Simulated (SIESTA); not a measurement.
The system is LiF (Griceite).

```xyz
2
Lattice="0.0000 2.0140 2.0140 2.0140 0.0000 2.0140 2.0140 2.0140 0.0000" Properties=species:S:1:pos:R:3 pbc="T T T"
F     2.0140    2.0140    2.0140
Li    0.0000    0.0000    0.0000
```

Base run:

* Program: SIESTA 5.4.2
* Functional: PBE
* Potentials or basis: PseudoDojo 0.4 standard (PBE files)
* Basis: DZP (energy shift 0.003 Ry; two zetas on semicore shells)
* Grid cutoff: 800 Ry
* Energy shift: 0.003 Ry
* k mesh: 11 × 11 × 11
* Occupations: fermi-dirac, width 0.05 eV
* Spin: no spin polarisation

Its results: band gap on the k mesh 9.02 eV, direct; pressure 2.6 GPa.

After a change of settings the same cell gave: band gap on the k mesh 8.82 eV, direct; pressure -6.0 GPa. Which change was it?
A. functional from PBE to PBEsol; potentials or basis from PseudoDojo 0.4 standard (PBE files) to PseudoDojo 0.4 standard (PBEsol files)
B. functional from PBE to BLYP
C. functional from PBE to AM05; potentials or basis from PseudoDojo 0.4 standard (PBE files) to PseudoDojo 0.4 standard (PBEsol files)
D. functional from PBE to LDA; potentials or basis from PseudoDojo 0.4 standard (PBE files) to PseudoDojo 0.4 standard (LDA files)

D.

Caveats: the basis of atomic orbitals isn't converged, which shifts pressures, moduli and gaps; an odd mesh through Γ misses points on the zone boundary, where band edges often lie (some runs).

Not every run made on this cell is shown here.
